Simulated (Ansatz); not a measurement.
Pt:

```
CELL_PARAMETERS angstrom
0.00000 1.96090 1.96090
1.96090 0.00000 1.96090
1.96090 1.96090 0.00000
ATOMIC_POSITIONS crystal
Pt 0.00000 0.00000 0.00000
```

```yaml
Program: Ansatz 0.2.0
Task: relaxation of cell and atoms
Functional: LDA
Potentials_or_basis: Ansatz PAW
Cutoff: "420 eV (not typed: the program's choice for these potentials)"
k_mesh: 12 × 12 × 12
Occupations: fermi-dirac, width 0.05 eV
Spin: no spin polarisation
```

At the start: volume 15.08 Å³/atom.

Q: How do energy, volume and symmetry change on relaxing?

A: It ends after 4 steps and the volume is 14.77 Å³/atom (-2.1 %); space group Fm-3m (No. 225, to 0.05 Å).

Step by step:
```csv
step,energy change (eV),largest force (eV/Å),volume (Å³)
1,0.0000,0.0000,15.08
2,-0.0061,0.0000,14.79
3,-0.0061,0.0000,14.77
4,-0.0060,0.0000,14.77
```

Final structure:
```
Pt
1.0
     0.00000    1.94724    1.94724
     1.94724    0.00000    1.94724
     1.94724    1.94724    0.00000
Pt
1
Cartesian
  0.0000 0.0000 0.0000
```

Caveat: the plane-wave basis is chosen anew once the cell has moved, so the energies of steps on either side of that aren't comparable; the PAW data sets come from PBE, with cores solved anew for the run's functional, which leaves a small shift of forces and pressure.
